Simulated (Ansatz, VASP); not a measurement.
**One calculation of WSe4, two programs**

The input INCAR:

```
PREC = Accurate ; ENCUT = 600
EDIFF = 1E-6 ; ISMEAR = 0
SIGMA = 0.1 ; LREAL = F
LASPH = T ; NELM = 100
ALGO = Normal ; ISIF = 3
LWAVE = F ; LCHARG = F
GGA = PE ; IBRION = 2
NSW = 90 ; EDIFFG = -0.04
```

The input KPOINTS:

```
regular mesh
0
Gamma
  4 4 4
```

POSCAR

```
WSe4
1.0
    5.0348280100      0.0000000000      0.0000000000
    0.0000000000      5.0348280100      0.0000000000
    0.0000000000      0.0000000000      5.0348280100
W Se
1 4
Direct
    0.0000000000      0.0000000000      0.0000000000
    0.5000000000      0.0000000000      0.0000000000
    0.0000000000      0.5000000000      0.0000000000
    0.0000000000      0.0000000000      0.5000000000
    0.5000000000      0.5000000000      0.5000000000
```

Input for Ansatz:

```yaml
crystal:
  lattice:
    - [5.03482801, 0.0, 0.0]
    - [0.0, 5.03482801, 0.0]
    - [0.0, 0.0, 5.03482801]
  atoms:
    - { symbol: W, position: [0.0, 0.0, 0.0] }
    - { symbol: Se, position: [0.5, 0.0, 0.0] }
    - { symbol: Se, position: [0.0, 0.5, 0.0] }
    - { symbol: Se, position: [0.0, 0.0, 0.5] }
    - { symbol: Se, position: [0.5, 0.5, 0.5] }
basis:
  ecutwfc: 420
kpoints:
  mp_grid: { grid: [4, 4, 4] }
hamiltonian:
  xc: pbe
scf:
  occupations: { method: gaussian, width: 0.1 }
  lower_state_search: "off"
output:
  forces: true
  stress: true
  eigenvalues: true
relax:
  adjacent_minimum: "off"
  f_tol: 0.04
  max_steps: 70
  cell: { stress_tol: 0.4 }
```

Change from the starting cell: species swapped into the Co4N type (Pm-3m, No. 221).

Alike in both runs: task relaxation of cell and atoms; functional PBE; k mesh 4 × 4 × 4; occupations gaussian, width 0.1 eV; no spin polarisation.

|  | VASP | Ansatz |
| --- | --- | --- |
| version | VASP 6.6.1 | Ansatz 0.2.0 |
| potentials or method | VASP PAW PBE potentials, release 64 (W_sv, Se) | scalar-relativistic, plane waves, PAW |
| plane-wave cutoff (eV) | 600 | 420 |
| valence electrons in the cell | 38 | 78 |

VASP gave:

```
gap on the k mesh at the Fermi level, each at its own relaxed structure (eV) : none
relaxed volume (Å³/atom)                                                     : 23.62
relaxed cell length with the largest relative difference (Å)                 : 4.906
energy change over the relaxation (meV/atom)                                 : -37
```

**Question.** Estimate Ansatz's values.

**Answer.** gap on the k mesh at the Fermi level, each at its own relaxed structure (eV): none; relaxed volume (Å³/atom): 23.68; relaxed cell length with the largest relative difference (Å): 4.911; energy change over the relaxation (meV/atom): -38.

A gap of «none» marks a metal or a gap that the smearing closes. The two sets of potentials don't hold the same shells in valence.

The runs have no spin-orbit coupling, so splittings on W are missing.
